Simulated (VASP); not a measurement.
Runs of VASP 6.6.1 on CdSe. It takes space group Fm-3m (No. 225, cubic). The conventional cell has a = 5.748 Å, b = 5.748 Å, c = 5.748 Å, α = 90.00°, β = 90.00°, γ = 90.00°. Cd (site symmetry m-3m) is surrounded by 6 Se at 2.87 Å. Se (site symmetry m-3m) is surrounded by 6 Cd at 2.87 Å. Measurements of this composition are mostly on another form, of space group No. 186.

```csv
task,potentials or basis,cell,k mesh,cutoff (eV),smearing,mesh quality,gap on the mesh (eV),pressure (GPa)
single point,"VASP PAW PBE potentials, release 64 (Cd_GW, Se_GW)",as given,5 × 5 × 5,500,gaussian 0.02 eV,not flagged,(a),-0.2
single point,"VASP PAW PBE potentials, release 64 (Cd, Se)","atoms moved at random, drawn with an rms of 0.05 Å",8 × 8 × 8,520,fermi-dirac 0.05 eV,not flagged,none,0.2
single point,"VASP PAW PBE potentials, release 64 (Cd, Se)",as given,8 × 8 × 8,520,fermi-dirac 0.05 eV,not flagged,none,0.0
single point,"VASP PAW PBE potentials, release 64 (Cd_GW, Se_GW)",as given,4 × 4 × 4,500,gaussian 0.02 eV,coarse,none,0.0
```

Alike in all rows: level PBE; no spin polarisation.

Estimate the missing entries.

(a) 0.05.

Caveats: some runs use coarse meshes; an odd mesh through Γ misses points on the zone boundary, where band edges often lie (some runs).

A k mesh can miss the band edges, and the runs leave out spin-orbit coupling on Cd, Se.

A gap of «none» marks a metal or a gap under the smearing width.
